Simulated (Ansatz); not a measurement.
Sb: start and end of a relaxation

Recipe of this trial structure of Sb: one element on all sites of the Ni3Se2 type (R32, No. 155). Its size is a rough estimate.

start.cif

```cif
data_structure
_symmetry_space_group_name_H-M 'P 1'
_symmetry_Int_Tables_number 1
_cell_length_a 5.3113
_cell_length_b 5.3113
_cell_length_c 5.3113
_cell_angle_alpha 90.702
_cell_angle_beta 90.702
_cell_angle_gamma 90.702
_cell_volume 149.80
loop_
_atom_site_label
_atom_site_type_symbol
_atom_site_fract_x
_atom_site_fract_y
_atom_site_fract_z
_atom_site_occupancy
Sb1 Sb 0.24677 0.75323 0.00000 1
Sb2 Sb 0.00000 0.24677 0.75323 1
Sb3 Sb 0.75323 0.00000 0.24677 1
Sb4 Sb 0.25788 0.25788 0.25788 1
Sb5 Sb 0.74212 0.74212 0.74212 1
```

All numbers below come from DFT PBE, scalar-relativistic, plane waves, PAW in Ansatz 0.2.0. Cutoff 420 eV, Gaussian smearing, Γ-centred meshes. Cell and atoms relax first on a coarse mesh and then on a finer one. In between, the cell is made exact in the group found at 0.06 Å. In metals the finer mesh still leaves noise of several meV/atom or more. The steps can't lower the symmetry of their start. No spin polarisation.

end.cif

```cif
data_structure
_symmetry_space_group_name_H-M 'P 1'
_symmetry_Int_Tables_number 1
_cell_length_a 5.6482
_cell_length_b 5.6482
_cell_length_c 5.6482
_cell_angle_alpha 90.923
_cell_angle_beta 90.923
_cell_angle_gamma 90.923
_cell_volume 180.12
loop_
_atom_site_label
_atom_site_type_symbol
_atom_site_fract_x
_atom_site_fract_y
_atom_site_fract_z
_atom_site_occupancy
Sb1 Sb 0.29349 0.70651 0.00000 1
Sb2 Sb 0.00000 0.29349 0.70651 1
Sb3 Sb 0.70651 0.00000 0.29349 1
Sb4 Sb 0.23966 0.23966 0.23966 1
Sb5 Sb 0.76034 0.76034 0.76034 1
```

The symmetry stays R32 (No. 155). The volume per atom grows by 20.2 %, from 30.0 to 36.0 Å³. The shortest distance goes from 2.98 Å (Sb–Sb) to 3.00 Å (Sb–Sb). The energy falls by about 0.15 eV/atom (the start's value is from the coarse mesh).

For Sb, the volume per atom is 36.02 Å³, the density is 5.61 g/cm³ and the energy over the standard state is +0.29 eV/atom. The gap on the 6×6×6 mesh of the 5-atom cell is 0 eV (a metal).

Energies count from the standard state of Sb at the same level. So it is a metastable form at best.

The last run used Gaussian smearing of 0.10 eV. Spin–orbit coupling, which can matter for Sb, is left out. A structure relaxed within its symmetry needn't be a true minimum. In all, the 3 runs took 120 s on 1 thread of Intel(R) Xeon(R) 6975P-C (Granite Rapids), with other jobs on the host.
